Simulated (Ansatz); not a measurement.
# In2O3: the cost of one run

Program: Ansatz 0.2.0. PAW datasets, plane waves. No spin polarisation and no zero-point or thermal motion.

## Step 1: Starting point

The unstrained cell was relaxed with r2SCAN; in each strained cell the atoms were relaxed again with r2SCAN. Names of k-points are those of the unstrained zone, where strain can split equivalent points. First state: no strain.

It is trigonal, R-3c (No. 167); conventional cell a = 5.508 Å, c = 14.563 Å, 12.75 Å³ an atom. Around In lie 6 O at 2.13–2.26 Å; around O lie 4 In at 2.13–2.26 Å.

Structure file:

```
In O
1.0
     2.75382    1.58992    4.85434
    -2.75382    1.58992    4.85434
     0.00000   -3.17984    4.85434
In O
4 6
Direct
  0.85704 0.85704 0.85704
  0.35704 0.35704 0.35704
  0.14296 0.14296 0.14296
  0.64296 0.64296 0.64296
  0.45339 0.04661 0.75000
  0.04661 0.75000 0.45339
  0.54661 0.95339 0.25000
  0.25000 0.54661 0.95339
  0.95339 0.25000 0.54661
  0.75000 0.45339 0.04661
```

## Step 2: No strain: PBE

Contents of input.yaml:

```yaml
crystal:
  lattice:
    - [2.7538210395, 1.5899193185, 4.8543401699]
    - [-2.7538210395, 1.5899193185, 4.8543401699]
    - [0.0, -3.179838637, 4.8543401699]
  atoms:
    - { symbol: In, position: [0.8570396725, 0.8570396725, 0.8570396725] }
    - { symbol: In, position: [0.3570396725, 0.3570396725, 0.3570396725] }
    - { symbol: In, position: [0.1429603275, 0.1429603275, 0.1429603275] }
    - { symbol: In, position: [0.6429603275, 0.6429603275, 0.6429603275] }
    - { symbol: O, position: [0.4533861654, 0.0466138346, 0.75] }
    - { symbol: O, position: [0.0466138346, 0.75, 0.4533861654] }
    - { symbol: O, position: [0.5466138346, 0.9533861654, 0.25] }
    - { symbol: O, position: [0.25, 0.5466138346, 0.9533861654] }
    - { symbol: O, position: [0.9533861654, 0.25, 0.5466138346] }
    - { symbol: O, position: [0.75, 0.4533861654, 0.0466138346] }
kpoints:
  mp_grid: { grid: [6, 6, 6] }
  band_path:
    path:
      - [0.0, 0.0, 0.0]
      - [0.5, 0.5, 0.5]
      - [0.7618181098, 0.2381818902, 0.5]
      - [0.5, -0.2381818902, 0.2381818902]
      - [0.5, 0.0, 0.0]
      - [0.3690909451, -0.3690909451, 0.0]
      - [0.6309090549, 0.0, 0.3690909451]
      - [0.5, 0.0, 0.5]
      - [0.0, 0.192708, -0.197917]
    npoints: 1
hamiltonian:
  xc: pbe
scf:
  occupations: { method: fermi_dirac, width: 0.02 }
  n_extra_bands: 6
output:
  forces: true
  stress: true
  eigenvalues: true
```

The run is started by

```sh
> ansatz run input.yaml --threads 2 --pin off --max-ram 29491MiB --backend cpu --events-out ev --progress --plain --runs-dir out
```

Q: Estimate wall time and peak memory on 2 threads of AMD EPYC 7R13 (Zen 3), shared host.

About 5.6 s, with a peak of 0.63 GiB.
